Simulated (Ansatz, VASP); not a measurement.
InSe: VASP beside Ansatz

```
CELL_PARAMETERS angstrom
3.99449 0.00000 0.00000
-1.99725 3.48723 0.00000
0.00000 0.00000 36.71939
ATOMIC_POSITIONS crystal
Se 0.99950 0.99900 0.42642
Se 0.99950 0.99900 0.57355
In 0.66717 0.33434 0.46194
In 0.66717 0.33434 0.53803
```

Change from the starting cell: strain along x -0.008, atoms relaxed.

Alike in both runs: functional PBE; dispersion D3(BJ); k mesh 9 × 9 × 1; occupations gaussian, width 0.02 eV; no spin polarisation.

Ansatz relaxed the structure, and its values are those at the end. VASP's run is a single point on that final structure, the one shown.

|  | VASP | Ansatz |
| --- | --- | --- |
| version | VASP 6.6.1 | Ansatz 0.2.0 |
| potentials or method | VASP PAW PBE potentials, release 64 (Se, In_d) | scalar-relativistic, plane waves, PAW |
| plane-wave cutoff (eV) | 520 | 420 |
| valence electrons in the cell | 38 | 58 |

VASP gave:

| Item | Value |
| --- | --- |
| gap on the k mesh at the Fermi level (eV) | 1.68 |
| least direct gap on the mesh (eV) | 1.76 |
| rms of the force components (eV/Å) | 0.008 |

Problem. Estimate Ansatz's values.

Solution. gap on the k mesh at the Fermi level (eV): 1.70; least direct gap on the mesh (eV): 1.77; rms of the force components (eV/Å): 0.001.

The two sets of potentials don't hold the same shells in valence. Ansatz warned: «stress_scf_threshold_loose».

Caveats: spin-orbit coupling is left out, which moves the levels of the heavy elements.
